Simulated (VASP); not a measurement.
# Mg (P6/mmm) in VASP: further runs

The runs below take Mg through single point, with r2SCAN.

Everything below comes from runs of VASP 6.6.1. Logs are shortened: lines on timing, memory, paths and dates and some standing lists are left out, and cuts for length are marked.

## 1. The crystal as given

Symmetry: P6/mmm, No. 191, hexagonal system. Conventional cell: a = 3.050 Å, b = 3.050 Å, c = 3.045 Å, α = 90.00°, β = 90.00°, γ = 120.00°. Mg (site symmetry 6/mmm) is surrounded by 8 Mg at 3.04 to 3.05 Å.

This isn't the form of Mg at room conditions, which is hcp.

## 2. Single point, r2SCAN

Input file INCAR:

```
ADDGRID = False
ALGO = Normal
EDIFF = 1E-6
ENCUT = 500
ISIF = 2
ISMEAR = 1
LASPH = True
LCHARG = False
LMIXTAU = True
LREAL = False
LWAVE = False
METAGGA = R2SCAN
NELM = 100
PREC = Accurate
SIGMA = 0.2
```

Input file KPOINTS:

```
k-points
0
Gamma
  4 4 4
```

Input file POSCAR:

```
Mg
1.0
    3.0502998005      0.0000000000      0.0000000000
   -1.5251499003      2.6416371164      0.0000000000
    0.0000000000      0.0000000000      3.0448375700
Mg
1
Direct
    0.0000000000      0.0000000000      0.0000000000
```

Potentials or basis: VASP PAW PBE potentials, release 64 (Mg).

Run with:

```
$ cat potpaw_PBE.64/Mg/POTCAR > POTCAR
$ mpirun -np 1 vasp_std > vasp.out
```

OUTCAR:

```text
EDIFF = 1E-6
   ENCUT = 500
   ISIF = 2
   ISMEAR = 1
   LASPH = True
   LREAL = False
   METAGGA = R2SCAN
   NELM = 100
   PREC = Accurate

 Found     12 irreducible k-points:

 Following reciprocal coordinates:
            Coordinates               Weight
  0.000000  0.000000  0.000000      1.000000
  0.250000  0.000000  0.000000      6.000000
  0.500000  0.000000  0.000000      3.000000
  0.250000  0.250000  0.000000      6.000000
  0.000000  0.000000  0.250000      2.000000
  0.250000  0.000000  0.250000     12.000000
   k-points           NKPTS =     12   k-points in BZ     NKDIM =     12   number of bands    NBANDS=      5
   number of dos      NEDOS =    301   number of ions     NIONS =      1
   total plane-waves  NPLWV =  13824
   dimension x,y,z NGX =    24 NGY =   24 NGZ =   24
   dimension x,y,z NGXF=    48 NGYF=   48 NGZF=   48
   ions per type =               1
   NGX,Y,Z   is equivalent  to a cutoff of  13.08, 13.08, 13.10 a.u.
   NGXF,Y,Z  is equivalent  to a cutoff of  26.16, 26.16, 26.21 a.u.
 SYSTEM =  unknown system
   PREC   = accura    normal or accurate (medium, high low for compatibility)
   ISTART =      0    job   : 0-new  1-cont  2-samecut
   ICHARG =      2    charge: 1-file 2-atom 10-const
   ISPIN  =      1    spin polarized calculation?
   LNONCOLLINEAR =      F non collinear calculations
   LSORBIT =      F    spin-orbit coupling
   LASPH  =      T    aspherical Exc in radial PAW
   ENCUT  =  500.0 eV  36.75 Ry    6.06 a.u.   5.56  5.56  5.55*2*pi/ulx,y,z
   NELM   =    100;   NELMIN=  2; NELMDL= -5     # of ELM steps
   EDIFF  = 0.1E-05   stopping-criterion for ELM
   LREAL  =      F    real-space projection
   EDIFFG = 0.1E-04   stopping-criterion for IOM
   NSW    =      0    number of steps for IOM
   IBRION =     -1    ionic relax: 0-MD 1-quasi-New 2-CG
   NFREE  =      0    steps in history (QN), initial steepest desc. (CG)
   ISIF   =      2    stress and relaxation
   ISYM   =      2    0-nonsym 1-usesym 2-fastsym
   POTIM  = 0.5000    time-step for ionic-motion
   TEBEG  =    0.0;   TEEND  =   0.0 temperature during run
   PSTRESS=    0.0 pullay stress
   NELECT =       2.0000    total number of electrons
   NUPDOWN=      -1.0000    fix difference up-down
   EMIN   =  10.00;   EMAX   =-10.00  energy-range for DOS
   EFERMI =   0.00;   METHOD = LEGACY
   ISMEAR =     1;   SIGMA  =   0.20  broadening in eV -4-tet -1-fermi 0-gaus
   EFERMI_NEDOS =   21; number of points for ismear=-14 and -15
   IALGO  =     38    algorithm
   IMIX   =      4    mixing-type and parameters
     AMIX     =   0.40;   BMIX     =  1.00
     AMIX_MAG =   1.60;   BMIX_MAG =  1.00
  volume/ion in A,a.u.               =      24.53       165.57
  Fermi-wavevector in a.u.,A,eV,Ry     =   0.709836  1.341396  6.855535  0.503868
  Thomas-Fermi vector in A             =   1.796524
   LORBIT       =      0    0 simple, 1 ext, 2 COOP (PROOUT), +10 PAW based schemes
   METAGGA = R2SCAN    functional components
   LHFCALC =     F    Hartree Fock is set to
   AEXX    =    0.0000 exact exchange contribution
   IVDW    =     0    specifies the selected vdW correction
   LEPSILON=     F    determine dielectric tensor
   LRPA    =     F    only Hartree local field effects (RPA)
 non-spin polarized calculation
 Methfessel and Paxton  Order N= 1 SIGMA  =   0.20
  energy-cutoff  :      500.00
  volume of cell :       24.53
 maximum number of plane-waves:       636
 NGX is ok and might be reduce to    24
   NGX = 11   NGY = 11   NGZ = 11

 number of electron       2.0000000 magnetization

 Free energy of the ion-electron system (eV)
  ---------------------------------------------------
  ext. energy  EPLUGINS =         0.00000000
  ---------------------------------------------------
  free energy    TOTEN  =        -3.98794986 eV

  energy without entropy =       -3.98557811  energy(sigma->0) =       -3.98715928

 E-fermi :   1.5601     XC(G=0):  -8.8291

 val. band max:        1.4743044565   @ k =   0.5000   0.0000   0.2500
 cond. band min:       2.2265620782   @ k =   0.5000   0.0000   0.2500
 fundamental gap:      0.7522576218
 Fermi energy:         1.5600529177

 k-point     1 :       0.0000    0.0000    0.0000
  band No.  band energies     occupation
      1      -4.8307      2.00000
      2      10.8175      0.00000
      3      11.7430      0.00000
      4      15.7001      0.00000
      5      15.7001      0.00000

 k-point     2 :       0.2500    0.0000    0.0000
  band No.  band energies     occupation
      1      -3.3953      2.00000
      2       7.4875      0.00000
      3      11.4636      0.00000
      4      12.7270      0.00000
      5      12.9471      0.00000

 k-point     3 :       0.5000    0.0000    0.0000
  band No.  band energies     occupation
      1       0.4803      2.00000
      2       1.1701      2.01873
      3      11.1374      0.00000
      4      11.5507      0.00000
      5      16.1173      0.00000

 k-point     4 :       0.2500    0.2500    0.0000
  band No.  band energies     occupation
      1      -0.5939      2.00000
      2       4.4929     -0.00000
      3       5.4031     -0.00000
      4      15.3634      0.00000
      5      16.0857      0.00000

 k-point     5 :       0.0000    0.0000    0.2500
  band No.  band energies     occupation
      1      -3.7503      2.00000
      2       4.5591     -0.00000
      3      16.5778      0.00000
      4      16.5778      0.00000
      5      17.8242      0.00000

 k-point     6 :       0.2500    0.0000    0.2500
  band No.  band energies     occupation
      1      -2.3284      2.00000
      2       5.7709      0.00000
      3       8.7936      0.00000
      4      13.6367      0.00000
      5      14.0704      0.00000

 [... further k-points ...]
[... 5 lines left out ...]
  --------------------------------------------------------------------------------------
  -------------------------------------------------------------------------------------
  Total       -0.0538339     -0.0538339     -0.1339441      0.0000000      0.0000000      0.0000000
  in kB       -3.5154984     -3.5154984     -8.7469031      0.0000000      0.0000000      0.0000000
  external PRESSURE =      -5.2593000 kB  Pullay stress =       0.0000000 kB

 VOLUME and BASIS-vectors are now :
 -----------------------------------------------------------------------------
  energy-cutoff  :      500.00
  volume of cell :       24.53
      direct lattice vectors                 reciprocal lattice vectors
     3.050299800  0.000000000  0.000000000     0.327836628  0.189276565  0.000000000
    -1.525149900  2.641637116  0.000000000     0.000000000  0.378553130  0.000000000
     0.000000000  0.000000000  3.044837570     0.000000000  0.000000000  0.328424744

 POSITION                                       TOTAL-FORCE (eV/Angst)
 -----------------------------------------------------------------------------------
      0.00000      0.00000      0.00000         0.000000      0.000000      0.000000
 -----------------------------------------------------------------------------------
    total drift:                                0.000000      0.000000      0.000000

  FREE ENERGIE OF THE ION-ELECTRON SYSTEM (eV)
  ---------------------------------------------------
  free  energy   TOTEN  =        -3.9879498620 eV

  energy  without entropy=       -3.9855781110  energy(sigma->0) =       -3.98715928
```

OSZICAR:

```text
N       E                     dE             d eps       ncg     rms          rms(c)
DAV:   1    -0.293621181724E+01   -0.29362E+01   -0.71488E+02   130   0.273E+02
DAV:   2    -0.404054531272E+01   -0.11043E+01   -0.11043E+01   135   0.196E+01
DAV:   3    -0.404572950219E+01   -0.51842E-02   -0.51842E-02   195   0.188E+00
DAV:   4    -0.404573719459E+01   -0.76924E-05   -0.76925E-05   150   0.495E-02
DAV:   5    -0.404573721335E+01   -0.18757E-07   -0.18555E-07   190   0.302E-03    0.672E-01
DAV:   6    -0.397267670423E+01    0.73061E-01   -0.37005E-02   120   0.129E+00    0.482E-01
DAV:   7    -0.408675655250E+01   -0.11408E+00   -0.16291E-02   120   0.103E+00    0.146E-01
DAV:   8    -0.398755959034E+01    0.99197E-01   -0.40247E-02   120   0.103E+00    0.604E-02
DAV:   9    -0.398669459991E+01    0.86499E-03   -0.56611E-04   135   0.187E-01    0.602E-02
DAV:  10    -0.398946278293E+01   -0.27682E-02   -0.84246E-04   120   0.177E-01    0.376E-02
DAV:  11    -0.398831180868E+01    0.11510E-02   -0.52505E-04   130   0.145E-01    0.236E-02
DAV:  12    -0.398805715908E+01    0.25465E-03   -0.24442E-04   120   0.972E-02    0.167E-02
DAV:  13    -0.398801258204E+01    0.44577E-04   -0.10159E-05   150   0.269E-02    0.165E-02
DAV:  14    -0.398797760851E+01    0.34974E-04   -0.45311E-06   120   0.118E-02    0.114E-02
DAV:  15    -0.398794993551E+01    0.27673E-04   -0.50553E-06   120   0.184E-02    0.476E-03
DAV:  16    -0.398794986197E+01    0.73535E-07   -0.30667E-07    65   0.425E-03
   1 F= -.39879499E+01 E0= -.39871593E+01  d E =-.237175E-02
```

stdout:

```text
POSCAR found type information on POSCAR Mg
 POSCAR found :  1 types and       1 ions
 scaLAPACK will be used
 -----------------------------------------------------------------------------
|                                                                             |
|                                                                             |
|     You enforced a specific xc type in the INCAR file but a different       |
|     I HOPE YOU KNOW WHAT YOU ARE DOING!                                     |
|                                                                             |
 -----------------------------------------------------------------------------

 LDA part: xc-table for (None), standard interpolation
 POSCAR, INCAR and KPOINTS ok, starting setup
 FFT: planning ... GRIDC
 FFT: planning ... GRID_SOFT
 FFT: planning ... GRID
 WAVECAR not read
 entering main loop
```

Wall time 5.1 s (1 thread of Intel Xeon 6975P-C (Granite Rapids), shared host); peak memory 0.13 GiB.

The run converged, but some of its settings lie outside the range that counts as converged, so its numbers aren't taken as properties of the crystal.

Results:

| Property | Result |
| --- | --- |
| Free energy | -3.9879 eV |
| Pressure | -0.5 GPa |
| Band gap on the k mesh | none (metal or under the smearing width) |

Caveat: the k mesh is coarse (spacing up to 0.59 Å⁻¹), so the values aren't converged; the PAW data sets were made with another functional, which shifts forces and pressure a little.

(Continued in part 2 of 2.)
